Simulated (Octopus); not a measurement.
A run of Octopus 16.4 is set up as follows.

inp

```
CalculationMode = gs
UnitsOutput = eV_Angstrom
PeriodicDimensions = 3
ExperimentalFeatures = yes
PseudopotentialSet = pseudodojo_pbe
%LatticeParameters
 1*angstrom | 1*angstrom | 1*angstrom
%
%LatticeVectors
 0 | 1.78337 | 1.78337
 1.78337 | 0 | 1.78337
 1.78337 | 1.78337 | 0
%
%ReducedCoordinates
 "C" | 0.75 | 0.75 | 0.75
 "C" | 0.5 | 0.5 | 0.5
%
%Spacing
 0.13274032*angstrom | 0.13274032*angstrom | 0.13274032*angstrom
%
DerivativesOrder = 8
%KPointsGrid
 13 | 13 | 13
%
KPointsUseSymmetries = yes
XCFunctional = gga_x_pbe + gga_c_pbe
SmearingFunction = fermi_dirac
Smearing = 0.05*eV
ExtraStates = 6
Eigensolver = chebyshev_filter
ConvRelDens = 3e-7
MaximumIter = 120
```

Potentials or basis: pseudodojo_pbe (PseudoDojo 0.5, PBE).

Command:

```console
$ OMP_NUM_THREADS=1 octopus > out.log
```

(1) What does it give for the band gap on the k mesh?

## Answers

(1) 4.20 eV, indirect (least direct gap 5.62 eV).

Caveat: an odd mesh through Γ misses points on the zone boundary, where band edges often lie.
